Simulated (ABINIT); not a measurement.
# BN (P1) in ABINIT: single point with RPBE

Aim: the single point of BN with RPBE.

Program: ABINIT 10.8.3 (patched build). These are calculated values, not measurements. Logs are shortened: lines on timing, memory, paths and dates and some standing lists are left out, and cuts for length are marked. The log counts tension as positive stress, the text compression.

**1. Starting point**

The typed cell holds 2 atoms: a = 2.508 Å, b = 2.508 Å, c = 3.274 Å, α = 101.11°, β = 101.11°, γ = 119.81°.

The cell comes from a database or a generator and needn't be the stable form of this composition.

**2. Single point, RPBE**

run.abi

```
pp_dirpath "./"
pseudos "N.GGA_PBE-ansatz.xml, B.GGA_PBE-ansatz.xml"

acell 4.7395104555 4.7395104555 6.1865032585
rprim
     1.0000000000     0.0000000000     0.0000000000
    -0.4970854952     0.8677015676     0.0000000000
    -0.1926426330    -0.3323752110     0.9232635242
ntypat 2
znucl 7 5
natom 2
typat 1 2
xcart
     1.2114051066    -0.6584677833     5.6260904969
     2.3238093742     4.0409070387     0.0103154617
chkprim 0
chksymtnons 0
tolsym 1.0e-6

ecut 16.0
pawecutdg 32.0
pawxcdev 0
pawovlp -1

kptopt 1
ngkpt 10 10 7
nshiftk 1
shiftk 0.0 0.0 0.0

ixc 15

nband 8
occopt 3
tsmear 0.00183747

nstep 100
tolvrs 1.0e-9

iomode 3
prtwf 0
prtden 0
prteig 0
prtebands 0
```

Potentials or basis: Ansatz PAW PBE default generated set, frozen core.

Launch:

```console
abinit run.abi > log 2>&1
```

run.abo:

```text
[... set-up lines left out ...]
 ETOT  1  -12.990229378293    -1.299E+01 4.028E-01 1.447E+01
 ETOT  2  -12.959083122069     3.115E-02 2.391E-02 3.212E+00
 ETOT  3  -12.953058084307     6.025E-03 2.764E-03 3.045E-01
 ETOT  4  -12.952602695138     4.554E-04 1.632E-03 7.370E-03
 ETOT  5  -12.952721498417    -1.188E-04 1.932E-03 2.021E-03
 ETOT  6  -12.952739478640    -1.798E-05 5.170E-04 5.956E-05
 ETOT  7  -12.952740821942    -1.343E-06 5.273E-04 3.771E-06
 ETOT  8  -12.952740869831    -4.789E-08 1.424E-04 2.245E-07
 ETOT  9  -12.952740873733    -3.902E-09 1.075E-04 6.139E-09
 ETOT 10  -12.952740873769    -3.535E-11 4.799E-05 1.557E-09
 ETOT 11  -12.952740873775    -6.303E-12 2.092E-05 6.870E-11

 At SCF step   11       nres2   =  6.87E-11 < tolvrs=  1.00E-09 =>converged.

 Cartesian components of stress tensor (hartree/bohr^3)
  sigma(1 1)= -6.77534395E-05  sigma(3 2)= -4.03892490E-05
  sigma(2 2)= -4.85816141E-04  sigma(3 1)= -1.91114747E-05
  sigma(3 3)= -3.58156762E-04  sigma(2 1)=  1.75610876E-04

--- !ResultsGS
iteration_state: {dtset: 1, }
comment   : Summary of ground state results
lattice_vectors:
- [  4.7395105,   0.0000000,   0.0000000, ]
- [ -2.3559419,   4.1124807,   0.0000000, ]
- [ -1.1917843,  -2.0562403,   5.7117728, ]
lattice_lengths: [   4.73951,    4.73951,    6.18650, ]
lattice_angles: [101.107, 101.107, 119.807, ] # degrees, (23, 13, 12)
lattice_volume:   1.1132899E+02
convergence: {deltae: -6.303E-12, res2:  6.870E-11, residm:  2.092E-05, diffor: null, }
etotal    :  -1.29527409E+01
entropy   :   0.00000000E+00
fermie    :   2.42182959E-01
cartesian_stress_tensor: # hartree/bohr^3
- [ -6.77534395E-05,   1.75610876E-04,  -1.91114747E-05, ]
- [  1.75610876E-04,  -4.85816141E-04,  -4.03892490E-05, ]
- [ -1.91114747E-05,  -4.03892490E-05,  -3.58156762E-04, ]
pressure_GPa:   8.9413E+00
xred      :
- [  6.6851E-01,   3.3238E-01,   9.8500E-01,  N]
- [  9.7964E-01,   9.8350E-01,   1.8060E-03,  B]
cartesian_forces: # hartree/bohr
- [ -3.25450158E-02,  -4.09116179E-02,   1.12245316E-02, ]
- [  3.25450158E-02,   4.09116179E-02,  -1.12245316E-02, ]
force_length_stats: {min:   5.34689502E-02, max:   5.34689502E-02, mean:   5.34689502E-02, }
...

 Integrated electronic density in atomic spheres:
 ------------------------------------------------
 Atom  Sphere_radius  Integrated_density
    1        1.93319          5.55747768
    2        2.17696          4.49490943

================================================================================

 ----iterations are completed or convergence reached----

 Mean square residual over all n,k,spin=   16.430E-09; max=  20.922E-06
 reduced coordinates (array xred) for    2 atoms
       0.668505999958      0.332384999977      0.984998999960
       0.979642999990      0.983499000019      0.001806000004
 rms dE/dt=  1.4962E-01; max dE/dt=  1.8702E-01; dE/dt below (all hartree)
    1       0.154248360442      0.091571462999     -0.187023112513
    2      -0.154246524531     -0.091576678371      0.187022349773

 cartesian coordinates (angstrom) at end:
    1      0.64104797514935    -0.34844614479979     2.97719887541765
    2      1.22970696247515     2.13835591480688     0.00545870724788

 cartesian forces (hartree/bohr) at end:
    1     -0.03254501576372    -0.04091161789159     0.01122453164656
    2      0.03254501576372     0.04091161789159    -0.01122453164656
 frms,max,avg= 3.0870313E-02 4.0911618E-02  -1.937E-07  5.231E-07  2.147E-07 h/b

 cartesian forces (eV/Angstrom) at end:
    1     -1.67353199775494    -2.10375997721361     0.57718862411119
    2      1.67353199775494     2.10375997721361    -0.57718862411119
 frms,max,avg= 1.5874153E+00 2.1037600E+00  -9.960E-06  2.690E-05  1.104E-05 e/A
 length scales=  4.739510455500  4.739510455500  6.186503258500 bohr
              =  2.508040922186  2.508040922186  3.273756537354 angstroms
 Fermi (or HOMO) energy (hartree) =   0.24218   Average Vxc (hartree)=  -0.38307
 Eigenvalues (hartree) for nkpt= 352  k points:
 kpt#   1, nband=  8, wtk=  0.00143, kpt=  0.0000  0.0000  0.0000 (reduced coord)
  -0.50092    0.03380    0.08290    0.14244    0.38137    0.55022    0.62716    0.65018
      occupation numbers for kpt#   1
   2.00000    2.00000    2.00000    2.00000    0.00000    0.00000    0.00000    0.00000
 prteigrs : prtvol=0 or 1, do not print more k-points.

--- !EnergyTerms
iteration_state     : {dtset: 1, }
comment             : Components of total free energy in Hartree
kinetic             :  6.74949173828026E+00
hartree             :  3.44119649539565E+00
xc                  : -3.40409657786455E+00
Ewald energy        : -1.01493083146328E+01
psp_core            :  4.47721487152057E-01
local_psp           : -1.15410266827833E+01
PAW spherical_terms :  1.50328109176596E+00
internal            : -1.29527407626867E+01
'-kT*entropy'       : -9.23037048422668E-15
total_energy        : -1.29527407626867E+01
total_energy_eV     : -3.52462031837531E+02
...

--- !EnergyTermsDC
iteration_state     : {dtset: 1, }
comment             : '"Double-counting" decomposition of free energy'
band_energy         : -8.17557210935670E-01
Ewald energy        : -1.01493083146328E+01
psp_core            :  4.47721487152057E-01
xc_dc               : -2.62924577569220E+00
PAW spherical_terms :  1.95648940333580E-01
internal            : -1.29527408737751E+01
'-kT*entropy'       : -9.23037048422668E-15
total_energy_dc     : -1.29527408737751E+01
total_energy_dc_eV  : -3.52462034860399E+02
...

--- !EnergyTermsWithPAWCore
iteration_state     : {dtset: 1, }
comment             : 'Components of total free energy, including PAW core contributions'
Total energy        : -7.97552862278551E+01
Total energy DC     : -7.97552863389435E+01
Total energy (eV)   : -2.17025189870493E+03
Total energy DC (eV): -2.17025190172780E+03
...

 Cartesian components of stress tensor (hartree/bohr^3)
  sigma(1 1)= -6.77534395E-05  sigma(3 2)= -4.03892490E-05
  sigma(2 2)= -4.85816141E-04  sigma(3 1)= -1.91114747E-05
  sigma(3 3)= -3.58156762E-04  sigma(2 1)=  1.75610876E-04

-Cartesian components of stress tensor (GPa)         [Pressure=  8.9413E+00 GPa]
- sigma(1 1)= -1.99337501E+00  sigma(3 2)= -1.18829273E+00
- sigma(2 2)= -1.42932044E+01  sigma(3 1)= -5.62278999E-01
- sigma(3 3)= -1.05373357E+01  sigma(2 1)=  5.16665034E+00

== END DATASET(S) ==============================================================
================================================================================

 -outvars: echo values of variables after computation  --------
            acell      4.7395104555E+00  4.7395104555E+00  6.1865032585E+00 Bohr
           etotal     -1.2952740874E+01
            fcart     -3.2545015764E-02 -4.0911617892E-02  1.1224531647E-02
                       3.2545015764E-02  4.0911617892E-02 -1.1224531647E-02
            rprim      1.0000000000E+00  0.0000000000E+00  0.0000000000E+00
                      -4.9708549520E-01  8.6770156760E-01  0.0000000000E+00
                      -1.9264263300E-01 -3.3237521100E-01  9.2326352420E-01
           strten     -6.7753439489E-05 -4.8581614144E-04 -3.5815676168E-04
                      -4.0389248973E-05 -1.9111474720E-05  1.7561087575E-04
           xangst      6.4104797515E-01 -3.4844614480E-01  2.9771988754E+00
                       1.2297069625E+00  2.1383559148E+00  5.4587072479E-03
             xred      6.6850599996E-01  3.3238499998E-01  9.8499899996E-01
                       9.7964299999E-01  9.8349900002E-01  1.8060000038E-03
 Calculation completed.
```

Wall time 38 s (1 thread of Arm Neoverse V1, shared host); peak memory 0.21 GiB.

What came out:

```
Free energy            : -352.4620 eV
Pressure               : 8.9 GPa
Largest force          : 2.749 eV/Å
Band gap on the k mesh : 3.05 eV, indirect (least direct gap 4.68 eV)
```

Forces in eV/Å, atoms in the order of the input:
```
N   -1.674 -2.104  0.577
B    1.674  2.104 -0.577
```

Stress tensor (GPa, compression positive):
```
 1.99 -5.17  0.56
-5.17 14.29  1.19
 0.56  1.19 10.54
```

Caveat: the atomic spheres overlap; the PAW data sets were made with another functional, which shifts forces and pressure a little; an odd mesh through Γ misses points on the zone boundary, where band edges often lie.
